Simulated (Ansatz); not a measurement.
The system is SiNi.

```
Ni Si
1.0
     5.17310    0.00000    0.00000
     0.00000    3.33810    0.00000
     0.00000    0.00000    5.60490
Ni Si
4 4
Cartesian
  5.1328 2.5036 4.5539
  2.6268 0.8345 1.7514
  2.5463 2.5036 3.8535
  0.0403 0.8345 1.0510
  3.5111 0.8345 5.1425
  4.2486 2.5036 2.3400
  0.9245 0.8345 3.2649
  1.6620 2.5036 0.4624
```

Base run:

```yaml
Program: Ansatz 0.2.0
Functional: r2SCAN
Potentials_or_basis: Ansatz PAW
Cutoff: "500 eV (not typed: the program's choice for these potentials)"
k_mesh: 5 × 8 × 5
Occupations: fermi-dirac, width 0.05 eV
Spin: collinear spin, ferromagnetic start
Starting_moments: "[1.0, 1.0, 1.0, 1.0, 0.0, 0.0, 0.0, 0.0] μB"
```

Its results: band gap on the k mesh none (metal or under the smearing width); pressure -3.2 GPa; net moment 0.00 μB per cell; largest force 0.146 eV/Å.

Question: The run is repeated on the same cell with these changes: functional from r2SCAN to PBE; cutoff from 500 eV (not typed: the program's choice for these potentials) to 420 eV (not typed: the program's choice for these potentials); occupations from fermi-dirac, width 0.05 eV to gaussian, width 0.013 eV. What comes out?

Answer: Band gap on the k mesh none (metal or under the smearing width); pressure 1.7 GPa; net moment 0.00 μB per cell; largest force 0.052 eV/Å.

Caveats: the starting moments weren't kept; the magnetic or orbital state may not be the lowest (some runs); the PAW data sets come from PBE, with cores solved anew for the run's functional, which leaves a small shift of forces and pressure (some runs).
